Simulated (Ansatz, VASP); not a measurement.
**Two plane-wave programs on Ni**

```
Ni
1.0
    -1.41085    1.41085    1.41085
     1.41085   -1.41085    1.41085
     1.41085    1.41085   -1.41085
Ni
1
Direct
  0.00000 0.00000 0.00000
```

Change from the starting cell: volume scaled by 1.06.

Alike in both runs: task single point; functional PBE; k mesh 13 × 13 × 13; occupations fermi-dirac, width 0.05 eV; collinear spin, ferromagnetic start.

```csv
,VASP,Ansatz
version,VASP 6.6.1,Ansatz 0.2.0
potentials or method,"VASP PAW PBE potentials, release 64 (Ni)",Ansatz PAW
plane-wave cutoff (eV),520,420
valence electrons in the cell,10,18
```

|  | VASP | Ansatz | Ansatz less VASP |
| --- | --- | --- | --- |
| gap on the k mesh at the Fermi level (eV) | none | none | - |
| pressure (GPa) | -3.8 | -3.8 | -0.01 |
| net moment per atom (μB) | 0.60 | 0.61 | +0.014 |
| size of the moment on the site where the two differ most (μB) | 0.61 | 0.64 | +0.036 |

Site moments also hang on the region over which each program counts them. A gap of «none» marks a metal or a gap that the smearing closes. The two sets of potentials don't hold the same shells in valence.
